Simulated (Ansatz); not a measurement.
# Surface calculation: rocksalt ZrN (100), 2 layers

The slab is cut from the rocksalt crystal, which needn't be the stable phase, as relaxed on PAW files (12.13 Å³/atom), with 16 Å of vacuum and a dipole correction:

```yaml
crystal:
  lattice:
    - [3.24895, 0.00000, 0.00000]
    - [0.00000, 3.24895, 0.00000]
    - [0.00000, 0.00000, 18.29740]
  atoms:
    - { symbol: Zr, position: [0.00000, 0.00000, 0.43722] }
    - { symbol: N, position: [0.50000, 0.50000, 0.43722] }
    - { symbol: Zr, position: [0.50000, 0.50000, 0.56278] }
    - { symbol: N, position: [0.00000, 0.00000, 0.56278] }
```

Level of theory: DFT with PBE, scalar-relativistic, in Ansatz 0.2.0; a Γ-centred 10×10×1 k mesh, Fermi–Dirac smearing of 0.05 eV, no spin polarisation. LAPW: all electrons, basis error target 1 meV/atom; PAW: frozen-core files, cutoff 420 eV.

The bulk energy comes from a cell in the slab's orientation on a 10×10×7 mesh. The surface energy is (E(slab) − N·E(bulk))/2A at zero smearing, the mean of both faces; thin slabs carry quantum-size effects.

**Question.** As cut, the LAPW slab lies 1.973 eV above 4 atoms of bulk. What surface energy is that?

**Answer.** Over two faces of 10.56 Å² it is 93.5 meV/Å², and times 16.02 J/m² per eV/Å² that gives γ = 1.497 J/m².

**Question.** What do relaxation and the other method give, and what work function comes out?

**Answer.** 

| method | γ as cut (J/m²) | γ relaxed (J/m²) | Φ as cut (eV) | Φ relaxed (eV) |
| --- | --- | --- | --- | --- |
| LAPW | 1.497 | 1.407 | 2.84 | 2.59 |
| PAW | 1.497 | 1.406 | 2.85 | 2.59 |

**Question.** How do the spacings between the planes relax?

**Answer.** From the bottom face up: d12 -3.1 % of 2.297 Å. The outer plane rumples by 0.097 Å.

**Question.** A field of 0.5 V/Å is applied along the normal, atoms held. What follows?

**Answer.** LAPW finds an induced dipole of 0.2145 e·Å a cell (PAW 0.2144), that is 7.35 Å for 4πα over the area, against 2.32 Å between the outer atoms.
